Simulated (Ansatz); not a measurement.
Chalcopyrite CuInS2, treated with LDA (PAW; Ansatz, a program for electronic structure).

Settings: plane-wave cutoff 520 eV, 10×10×10 k mesh, Fermi–Dirac smearing 0.01 eV, no spin polarisation, scalar-relativistic PAW data made under PBE.

Results at a series of volumes:

```json
[
 {"V (Å³/atom)": "19.307", "E − E_lowest (meV/atom)": "9.11", "P (GPa)": "3.78"},
 {"V (Å³/atom)": "19.709", "E − E_lowest (meV/atom)": "2.18", "P (GPa)": "1.78"},
 {"V (Å³/atom)": "20.112", "E − E_lowest (meV/atom)": "0.00", "P (GPa)": "0.00"},
 {"V (Å³/atom)": "20.514", "E − E_lowest (meV/atom)": "2.03", "P (GPa)": "-1.58"},
 {"V (Å³/atom)": "20.916", "E − E_lowest (meV/atom)": "7.80", "P (GPa)": "-2.99"}
]
```

Task: Estimate the bulk modulus from the pressures at 19.709 and 20.514 Å³/atom, and compare it with a fit to all energies.

Result: B = −V dP/dV. Between V = 19.709 and 20.514 Å³/atom, dP/dV = (-1.58 − (1.78))/(20.514 − 19.709) = -4.17 GPa per Å³/atom; at the midpoint 20.111 Å³/atom this gives B ≈ 83.9 GPa. The third-order Birch–Murnaghan fit gives V0 = 20.111 Å³/atom, B0 = 83.8 GPa, B′ = 4.8, which lies within 1 % of that estimate.

Shape and atoms are relaxed at each volume.

Spin–orbit coupling is not included.

Static lattice: no zero-point or thermal effects.
